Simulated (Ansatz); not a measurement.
## KCl at -1.4 GPa: from Born charge to LO–TO splitting and polaron coupling

Theory: DFT LDA, scalar-relativistic, plane waves, PAW in Ansatz 0.2.0. Settings: 420 eV plane-wave cutoff, Γ-centred 6×6×6 mesh, fixed occupations. No spin polarisation. Phonons by linear response, acoustic sum rule imposed.

The cell is fixed (symmetry leaves no force on the atoms) and stands under -1.4 GPa:
```
K Cl
1.0
     0.00000    3.53410    3.53410
     3.53410    0.00000    3.53410
     3.53410    3.53410    0.00000
K Cl
1 1
Direct
  0.00000 0.00000 0.00000
  0.25000 0.25000 0.25000
```

The cell is the ideal cubic zincblende prototype; this isn't the usual structure of the compound.

Linear response gives ν_TO = 131.1 cm⁻¹, Born charges ±1.043 e (positive on K) and ε∞ = 1.944. The primitive cell holds 88.281 Å³, and the masses are 39.098 and 35.450 amu.

**Question.** Find ν_LO and the static dielectric constant.

**Answer.** The long-wave field adds a restoring force: ω_LO² − ω_TO² = Z*²e²/(ε_vac ε∞ μV). In these units ν_LO² − ν_TO² = 4.92064×10⁷ Z*²/(μ V ε∞) cm⁻², with μ = m₁m₂/(m₁ + m₂) = 18.592 amu: 16779 cm⁻². So ν_LO = √(131.1² + 16779) = 184.3 cm⁻¹, and the run gives 184.3. Lyddane–Sachs–Teller then gives ε0 = ε∞ (ν_LO/ν_TO)² = 3.84, against 3.84 in the run (it forms both from the same three quantities, so the match checks the arithmetic only). Between ν_TO and ν_LO the dielectric function is negative and an undamped crystal reflects fully: a reststrahlen band from 54.3 to 76.3 μm.

**Question.** What do the Clausius–Mossotti polarisability and the Szigeti charge come to?

**Answer.** With the Lorentz local field, α = (3V/4π)(ε∞ − 1)/(ε∞ + 2) = 5.04 Å³ for the pair, and e_S = 3Z*/(ε∞ + 2) = 0.79 e. The Born charge includes the electrons' response to the dipole's own local field, and e_S takes that enhancement out. The Lorentz field assumes point-like polarisable ions, a fair picture at this small ε∞.

**Question.** How strongly does a slow electron couple to the LO mode?

**Answer.** For one isotropic parabolic band, Fröhlich's constant is α_F = (1/ε∞ − 1/ε0) √(m* Ry/ħω_LO), with Ry = 13.606 eV, ħω_LO = 22.9 meV and m* in free-electron masses: α_F = 0.2541 × 24.40 × √m* = 6.20 √m*. The band mass isn't part of this run; for m* = 0.1, 0.3 and 1 it gives 1.96, 3.40, 6.20. In weak coupling the polaron lies α_F ħω_LO below the band edge (78 meV at m* = 0.3) with a mass m*(1 + α_F/6); past α_F of about 5 or 6 that expansion fails. A semilocal functional's ε∞ tends to be too large, which taken alone lowers α_F.

Cost: 1 run of about 3.2 core-minutes, on Intel Xeon Processor @ 2.50GHz (Skylake/Cascade Lake) (shared hosts).